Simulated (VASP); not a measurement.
These are PBE GGA, VASP's PBE PAW potentials (set 64) (plane waves; VASP) values and carry that method's errors.

VASP input:

### INCAR
```
# general
SYSTEM = BeO
PREC   = Accurate
ENCUT  = 400
LREAL  = F
LASPH  = T

# electronic loop
EDIFF  = 1E-6
NELM   = 100
ALGO   = Normal

# smearing
ISMEAR = 0
SIGMA  = 0.01

# functional
GGA    = PE

# ions
ISIF   = 2

# output
LWAVE  = F
LCHARG = F
```

### KPOINTS
```
Regular mesh
0
G
 9 9 5
```

### POSCAR
```
BeO
8.6499040
  0.3078458443   0.0000000000   0.0000000000
 -0.1539229800   0.2666023808   0.0000000000
  0.0000000000   0.0000000000   0.5000000000
Be O
2 2
direct
  0.3333330000   0.6666670000   0.0001600000
  0.6666670000   0.3333330000   0.5001600000
  0.3333330000   0.6666670000   0.3773400000
  0.6666670000   0.3333330000   0.8773400000
```

POTCAR, in this order: Be O (PBE.64 set). Program: vasp_std.

Output

**OSZICAR**
```
       N       E                     dE             d eps       ncg     rms          rms(c)
DAV:   1     0.502050669579E+02    0.50205E+02   -0.78020E+03   864   0.104E+03
DAV:   2    -0.282442194911E+02   -0.78449E+02   -0.73656E+02  1136   0.253E+02
DAV:   3    -0.306363163254E+02   -0.23921E+01   -0.23843E+01  1140   0.469E+01
DAV:   4    -0.306523713078E+02   -0.16055E-01   -0.16047E-01  1032   0.446E+00
DAV:   5    -0.306525757100E+02   -0.20440E-03   -0.20438E-03  1116   0.427E-01    0.908E+00
DAV:   6    -0.284752456704E+02    0.21773E+01   -0.69165E+00  1000   0.238E+01    0.297E+00
DAV:   7    -0.284478793903E+02    0.27366E-01   -0.16991E-01  1048   0.407E+00    0.189E+00
DAV:   8    -0.284533923197E+02   -0.55129E-02   -0.41413E-02   928   0.293E+00    0.260E-01
DAV:   9    -0.284523155090E+02    0.10768E-02   -0.29786E-03  1128   0.541E-01    0.667E-02
DAV:  10    -0.284526134615E+02   -0.29795E-03   -0.69276E-04   992   0.231E-01    0.463E-02
DAV:  11    -0.284525838684E+02    0.29593E-04   -0.13614E-04  1088   0.109E-01    0.383E-03
DAV:  12    -0.284525831476E+02    0.72080E-06   -0.33648E-06  1032   0.192E-02
   1 F= -.28452583E+02 E0= -.28452583E+02  d E =-.509725E-86
```

**OUTCAR**
```
------------------------ aborting loop because EDIFF is reached ----------------------------------------
  FORCE on cell =-STRESS in cart. coord.  units (eV):
  Direction    XX          YY          ZZ          XY          YZ          ZX
  --------------------------------------------------------------------------------------
  Total        1.0369807      1.0369811      1.0805416     -0.0000002      0.0000000      0.0000000
  in kB       62.5575978     62.5576256     65.1854855     -0.0000136      0.0000000      0.0000000
  external PRESSURE =      63.4335696 kB  Pullay stress =       0.0000000 kB
  volume of cell :       26.56
      direct lattice vectors                 reciprocal lattice vectors
     2.662837000  0.000000000  0.000000000     0.375539321  0.216817762  0.000000000
    -1.331419000  2.306085000  0.000000000     0.000000000  0.433635360  0.000000000
     0.000000000  0.000000000  4.324952000     0.000000000  0.000000000  0.231216439
 POSITION                                       TOTAL-FORCE (eV/Angst)
 -----------------------------------------------------------------------------------
     -0.00000      1.53739      0.00069         0.000000     -0.000000     -0.021615
      1.33142      0.76869      2.16317         0.000000      0.000000     -0.021615
     -0.00000      1.53739      1.63198         0.000000     -0.000000      0.021615
      1.33142      0.76869      3.79445        -0.000000      0.000000      0.021615
 -----------------------------------------------------------------------------------
    total drift:                               -0.001356      0.000784     -0.000460
  FREE ENERGIE OF THE ION-ELECTRON SYSTEM (eV)
  ---------------------------------------------------
  free  energy   TOTEN  =       -28.4525831476 eV

  energy  without entropy=      -28.4525831476  energy(sigma->0) =      -28.45258315
```
(Selected blocks of OUTCAR.)

At this cut-off the stress carries a Pulay error, which pulls relaxed volumes low.

The structure comes from a computed database's BeO entry; how it stands against other phases isn't given here. The cell was not relaxed at this level, and its volume differs by -5.9 % from the start's.
